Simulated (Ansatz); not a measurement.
## Lu, a known structure type with other elements, at an estimated volume

```
Lu
1.0
     1.61412    2.79573    0.00000
    -1.61412    2.79573    0.00000
     0.00000    0.00000    5.18600
Lu
2
Direct
  0.33330 0.33340 0.25000
  0.66660 0.66670 0.75000
```

Level: PBE, spin-orbit coupling; 420 eV; 12×12×7 Γ-centred mesh; fermi-dirac occupations (width 0.0566 eV); Ansatz 0.2.0, fixed geometry.

The state carries no moments; the state need not be the lowest.

Stress: The pressure is 13.8 GPa (compression positive), so with the atoms held at these fractions the cell would first expand. The principal stresses 12.3, 14.5, 14.5 GPa differ, so its shape would change too.
At the Fermi level: It is a metal, with about 2.9 states/eV a cell as the mean within 0.25 eV of the Fermi level, mostly Lu d (89 %).

Origin: a known structure type with other elements, at an estimated volume, so it need not be a known compound.
